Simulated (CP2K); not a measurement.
The system is Sn.

```
Sn
1.0
     4.45495    0.00000    0.00000
    -3.30667    2.98538    0.00000
    -0.57414   -1.49269    4.15799
Sn
2
Direct
  0.00000 0.00000 0.00000
  0.75000 0.25000 0.50000
```

Base run:

```yaml
Program: CP2K 2026.2
Functional: optB88-vdW
Potentials_or_basis: POTENTIAL_UZH Sn GTH-PBE-q4; TZVP-MOLOPT-PBE-GTH basis
Density_cutoff: 9184 eV
k_mesh: 9 × 9 × 9
Occupations: fermi-dirac, width 0.05 eV
Spin: no spin polarisation
```

Its results: band gap on the k mesh none (metal or under the smearing width); pressure 4.3 GPa.

Problem. After a change of settings the same cell gave: band gap on the k mesh none (metal or under the smearing width); pressure 1.8 GPa. Which change was it?
A. functional from optB88-vdW to vdW-DF-cx
B. functional from optB88-vdW to SCAN
C. functional from optB88-vdW to PBEsol

Solution. C.

Caveats: the potentials were made for another functional, which shifts forces and pressure; the basis of atomic orbitals isn't converged, which shifts pressures, moduli and gaps.
